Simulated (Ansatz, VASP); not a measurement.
## One calculation of CdSe, two programs

File INCAR:

```
PREC = Accurate
ENCUT = 520
EDIFF = 1E-6
ISMEAR = 0
SIGMA = 0.01
LREAL = F
LASPH = T
NELM = 100
ALGO = Normal
ISIF = 2
LWAVE = F
LCHARG = T
GGA = PE
LELF = T
LVHAR = T
NBANDS = 16
```

The input KPOINTS:

```
Automatic mesh
0
Gamma
  6 6 6
```

The input POSCAR:

```
CdSe
1.0
    0.0000000000      3.0702710000      3.0702710000
    3.0702710000      0.0000000000      3.0702710000
    3.0702710000      3.0702710000      0.0000000000
Cd Se
1 1
Direct
   -0.0162852074      0.0162852074     -0.0162852074
    0.7500000000      0.7500000000      0.7500000000
```

Input for Ansatz:

```yaml
crystal:
  lattice:
    - [0.0, 3.070271, 3.070271]
    - [3.070271, 0.0, 3.070271]
    - [3.070271, 3.070271, 0.0]
  atoms:
    - { symbol: Cd, position: [-0.016285207397001764, 0.016285207397001764, -0.016285207397001764] }
    - { symbol: Se, position: [0.75, 0.75, 0.75] }
basis:
  ecutwfc: 435.382179935808
kpoints:
  mp_grid:
    grid: [6, 6, 6]
hamiltonian:
  xc: pbe
scf:
  occupations:
    method: fixed
output:
  forces: true
```

The cell comes from a database or a generator and needn't be the stable form of this composition.

Alike in both runs: task single point; functional PBE; k mesh 6 × 6 × 6; no spin polarisation.

|  | VASP | Ansatz |
| --- | --- | --- |
| version | VASP 6.6.1 | Ansatz 0.2.0 |
| potentials or method | VASP PAW PBE potentials, release 64 (Cd, Se) | plane waves, PAW |
| plane-wave cutoff (eV) | 520 | 435 |
| occupations | gaussian, width 0.01 eV | fixed |
| valence electrons in the cell | 18 | 36 |

```tsv
	VASP	Ansatz	Ansatz less VASP
rms of the force components (eV/Å)	0.265	0.258	-0.0078
```

Atom by atom the forces differ by 0.008 eV/Å (rms over components). The two sets of potentials don't hold the same shells in valence.
